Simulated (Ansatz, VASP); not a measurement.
Ti in VASP and in Ansatz

File INCAR:

```
SYSTEM = Ti
ALGO = Normal
EDIFF = 1E-6
EDIFFG = -0.01
ENCUT = 600
GGA = PS
IBRION = 2
ISIF = 3
ISMEAR = 0
LASPH = .TRUE.
LCHARG = .FALSE.
LREAL = .FALSE.
LWAVE = .FALSE.
NELM = 100
NSW = 100
PREC = Accurate
SIGMA = 0.1
```

The input KPOINTS:

```
k-points
0
G
  22 22 22
  0 0 0
```

Contents of POSCAR:

```
Ti
1.0
    2.6120080534      0.0000000000      0.0000000000
    0.0000000000      2.6120080534      0.0000000000
    0.0000000000      0.0000000000      2.6120080534
Ti
1
Direct
    0.0000000000      0.0000000000      0.0000000000
```

Input for Ansatz:

```yaml
crystal:
  lattice:
    - [2.6120080534, 0.0, 0.0]
    - [0.0, 2.6120080534, 0.0]
    - [0.0, 0.0, 2.6120080534]
  atoms:
    - { symbol: Ti, position: [0.0, 0.0, 0.0] }
basis:
  ecutwfc: 420
kpoints:
  mp_grid: { grid: [22, 22, 22] }
hamiltonian:
  xc: pbesol
scf:
  occupations: { method: gaussian, width: 0.1 }
output:
  forces: true
  stress: true
  eigenvalues: true
relax:
  adjacent_minimum: "off"
  f_tol: 0.01
  max_steps: 80
  cell: { stress_tol: 0.05 }
```

Alike in both runs: task relaxation of cell and atoms; functional PBEsol; k mesh 22 × 22 × 22; occupations gaussian, width 0.1 eV; no spin polarisation.

|  | VASP | Ansatz |
| --- | --- | --- |
| version | VASP 6.6.1 | Ansatz 0.2.0 |
| potentials or method | VASP PAW PBE potentials, release 64 (Ti_sv) | scalar-relativistic, plane waves, PAW |
| plane-wave cutoff (eV) | 600 | 420 |
| valence electrons in the cell | 12 | 12 |

Ansatz gave:

- gap on the k mesh at the Fermi level, each at its own relaxed structure (eV): none
- relaxed volume (Å³/atom): 17.46
- relaxed cell length with the largest relative difference (Å): 2.594
- energy change over the relaxation (meV/atom): -2

**Question.** Which values does VASP return?

**Answer.** gap on the k mesh at the Fermi level, each at its own relaxed structure (eV): none; relaxed volume (Å³/atom): 17.43; relaxed cell length with the largest relative difference (Å): 2.593; energy change over the relaxation (meV/atom): -2.

A gap of «none» marks a metal or a gap that the smearing closes.

Caveats: the PAW data sets were made with another functional, which shifts forces and pressure a little (VASP).
